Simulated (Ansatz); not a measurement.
Input of an Ansatz 0.2.0 run:

input.yaml

```yaml
crystal:
  lattice:
    - [0.0, 3.532775, 3.532775]
    - [3.532775, 0.0, 3.532775]
    - [3.532775, 3.532775, 0.0]
  atoms:
    - { symbol: I, position: [0.5, 0.5, 0.5] }
    - { symbol: K, position: [0.0, 0.0, 0.0] }
kpoints:
  mp_grid: { grid: [5, 5, 5] }
  band_path:
    path:
      - [0.0, 0.0, 0.0]
      - [0.5, 0.0, 0.5]
      - [0.5, 0.25, 0.75]
      - [0.375, 0.375, 0.75]
      - [0.0, 0.0, 0.0]
      - [0.5, 0.5, 0.5]
      - [0.625, 0.25, 0.625]
      - [0.5, 0.25, 0.75]
    npoints: 6
scf:
  occupations: { method: fermi_dirac, width: 0.05 }
hamiltonian:
  xc: pbesol
  pseudopotentials: { kind: all_electron, lapw: { basis_error: 0.001 } }
output:
  forces: true
  stress: true
  eigenvalues: true
```

Potentials or basis: all-electron LAPW, scalar-relativistic.

Launch:

```console
$ ansatz run input.yaml --threads 1 --pin off --max-ram 3072MiB --backend cpu --events-out ev --progress --plain --runs-dir out
```

**Question.** What does it give for the band gap on the k mesh?

**Answer.** 3.82 eV, direct.

**Question.** Predict the band gap along the path.

**Answer.** 3.82 eV, direct.

**Question.** Predict the pressure.

**Answer.** -0.3 GPa.

Levels at the corners of the path, in eV from the valence-band top:
| point | band 13 | band 14 | band 15 | band 16 | band 17 | band 18 | band 19 | band 20 | band 21 |
| --- | --- | --- | --- | --- | --- | --- | --- | --- | --- |
| Γ | -11.88 | -10.54 | 0.00 | 0.00 | 0.00 | 3.82 | 6.44 | 6.44 | 6.44 |
| X | -11.89 | -10.40 | -1.02 | -0.37 | -0.37 | 4.84 | 5.68 | 8.08 | 8.65 |
| W | -11.91 | -10.34 | -0.74 | -0.74 | -0.61 | 6.37 | 6.37 | 6.58 | 8.09 |
| K | -11.89 | -10.34 | -0.87 | -0.77 | -0.39 | 5.51 | 6.56 | 7.51 | 8.21 |
| Γ | -11.88 | -10.54 | 0.00 | 0.00 | 0.00 | 3.82 | 6.44 | 6.44 | 6.44 |
| L | -11.88 | -10.25 | -1.35 | -0.34 | -0.34 | 5.39 | 7.61 | 8.09 | 8.09 |
| U | -11.89 | -10.34 | -0.87 | -0.77 | -0.39 | 5.51 | 6.56 | 7.51 | 8.21 |
| W | -11.91 | -10.34 | -0.74 | -0.74 | -0.61 | 6.37 | 6.37 | 6.58 | 8.09 |

Caveat: spin-orbit coupling is left out, which moves the levels of the heavy elements.

**What was measured.**

From a printed reference work, monograph, for a bulk crystal of KI: band gap 6.32 eV.

Measured gap of KI: 6.32 eV (a printed reference work, monograph). This calculation gives 3.82 eV (-2.50 eV). Spin-orbit coupling on I is left out. The value is that of PBEsol, without temperature or zero-point motion. Semilocal functionals fall short of measured gaps as a rule.
